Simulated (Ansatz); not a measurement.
## Sb under changes of volume

One of the cells (26.213 Å³/atom); the others are scaled copies at fixed shape and fractional positions:

```
Sb
1.0
    -1.87134    1.87134    1.87134
     1.87134   -1.87134    1.87134
     1.87134    1.87134   -1.87134
Sb
1
Direct
  0.00000 0.00000 0.00000
```

This isn't the form of Sb at room conditions, which is rhombohedral.

```yaml
Program: Ansatz 0.2.0
Functional: LDA
Potentials_or_basis: Ansatz PAW
Cutoff: "420 eV (not typed: the program's choice for these potentials)"
k_mesh: 10 × 10 × 10
Occupations: fermi-dirac, width 0.05 eV
Spin: no spin polarisation
```

| volume (Å³/atom) | energy over the lowest point (meV/atom) | pressure (GPa) |
| --- | --- | --- |
| 24.640 | 11.16 | 3.3 |
| 25.165 | ? | ? |
| 25.689 | 0.00 | 0.1 |
| 26.213 | 1.79 | -1.2 |
| 26.737 | 7.87 | -2.5 |
| 27.262 | 17.79 | -3.6 |
| 27.786 | 31.17 | -4.6 |

Task: What does the run at 25.165 Å³/atom give?

Result: Energy over the lowest point 2.94 meV/atom; pressure 1.7 GPa.

Worked out: A Birch-Murnaghan fit of order 3 (a polynomial in V^(-2/3)) to the other rows has its minimum at 25.74 Å³/atom with B0 = V·E''(V) = 70 GPa and B' = 4.2. It gives 2.94 meV/atom at 25.165 Å³/atom, against the run's 2.94, and -dE/dV = 1.7 GPa, against 1.7.

Energies are extrapolated to zero smearing.

Caveats: the PAW data sets come from PBE, with cores solved anew for the run's functional, which leaves a small shift of forces and pressure.
